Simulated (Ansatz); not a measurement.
Starting cell, GeO2 (rutile):

```xyz
6
Lattice="4.4875 0.0000 0.0000 0.0000 4.4875 0.0000 0.0000 0.0000 2.9050" Properties=species:S:1:pos:R:3 pbc="T T T"
Ge     0.0000     0.0000     0.0000
Ge     2.2438     2.2438     1.4525
O      1.3783     1.3783     0.0000
O      3.6221     0.8654     1.4525
O      0.8654     3.6221     1.4525
O      3.1092     3.1092     0.0000
```

Two-dimensional scan of atom 2 (Ge, nearest neighbour O at 1.899 Å; its periodic images, 2.9 Å or more away, move with it): u runs along (1.000, 0.000, 0.000), v along (0.000, 0.000, 1.000) (Cartesian). Cell and other atoms are fixed.

These are PBE (plane waves to 420 eV, PAW, scalar-relativistic; Ansatz, a quantum-chemistry and plane-wave program) values and carry that method's errors. k mesh 6×6×9 (Γ-centred), Fermi-Dirac smearing 0.05 eV. E stands for the smeared free energy. GeO2 was relaxed with its symmetry unable to fall. The zero of ΔE is the undisplaced structure. Axes are in Å.

```json
[
 {"ΔE (meV/cell)": "v = -0.280", "u = -0.280": "[?]", "u = -0.140": "1025", "u = 0.000": "749", "u = 0.140": "1025", "u = 0.280": "[?]"},
 {"ΔE (meV/cell)": "v = -0.140", "u = -0.280": "1089", "u = -0.140": "409", "u = 0.000": "176", "u = 0.140": "409", "u = 0.280": "1089"},
 {"ΔE (meV/cell)": "v = 0.000", "u = -0.280": "[?]", "u = -0.140": "220", "u = 0.000": "0", "u = 0.140": "220", "u = 0.280": "[?]"},
 {"ΔE (meV/cell)": "v = 0.140", "u = -0.280": "1089", "u = -0.140": "409", "u = 0.000": "176", "u = 0.140": "409", "u = 0.280": "1089"},
 {"ΔE (meV/cell)": "v = 0.280", "u = -0.280": "[?]", "u = -0.140": "1025", "u = 0.000": "749", "u = 0.140": "1025", "u = 0.280": "[?]"}
]
```

Task: Complete the blanks.

Result: 
- v = -0.280, u = -0.280: 1825
- v = -0.280, u = 0.280: 1825
- v = 0.000, u = -0.280: 864
- v = 0.000, u = 0.280: 864
- v = 0.280, u = -0.280: 1825
- v = 0.280, u = 0.280: 1825

(For displaced atoms, the force is minus the slope of the energy, and its curvature is a force constant, which sets phonon frequencies.)
